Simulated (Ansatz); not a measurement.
Re:

```xyz
4
Lattice="2.7664 0.0000 0.0000 -1.3832 2.3958 0.0000 0.0000 0.0000 8.9388" Properties=species:S:1:pos:R:3 pbc="T T T"
Re    1.3832    0.7986    6.7041
Re    0.0000    0.0000    4.4694
Re    0.0000    1.5972    2.2347
Re    0.0000    0.0000    0.0000
```

- Program: Ansatz 0.2.0
- Task: relaxation of cell and atoms
- Functional: PBEsol
- Dispersion: D3(BJ)
- Potentials or basis: Ansatz PAW
- Cutoff: 420 eV (not typed: the program's choice for these potentials)
- k mesh: 11 × 11 × 3
- Occupations: fermi-dirac, width 0.05 eV
- Spin: no spin polarisation

At the start: volume 14.81 Å³/atom.

How do energy, volume and symmetry change on relaxing?

It ends after 5 steps and the volume is 14.26 Å³/atom (-3.7 %); space group P6_3/mmc (No. 194, to 0.05 Å).

The path:
```csv
step,energy change (eV),largest force (eV/Å),volume (Å³)
1,0.0000,0.0000,59.24
2,-0.0993,0.0000,57.40
3,-0.1024,0.0000,57.03
4,-0.1024,0.0000,57.05
5,-0.1003,0.0000,57.05
```

Final structure:
```
Re
1.0
     2.73154    0.00000    0.00000
    -1.36577    2.36558    0.00000
     0.00000    0.00000    8.82958
Re
4
Direct
  0.66667 0.33333 0.75000
  0.00000 0.00000 0.50000
  0.33333 0.66667 0.25000
  0.00000 0.00000 0.00000
```

Caveat: the plane-wave basis is chosen anew once the cell has moved, so the energies of steps on either side of that aren't comparable; the PAW data sets come from PBE, with cores solved anew for the run's functional, which leaves a small shift of forces and pressure.
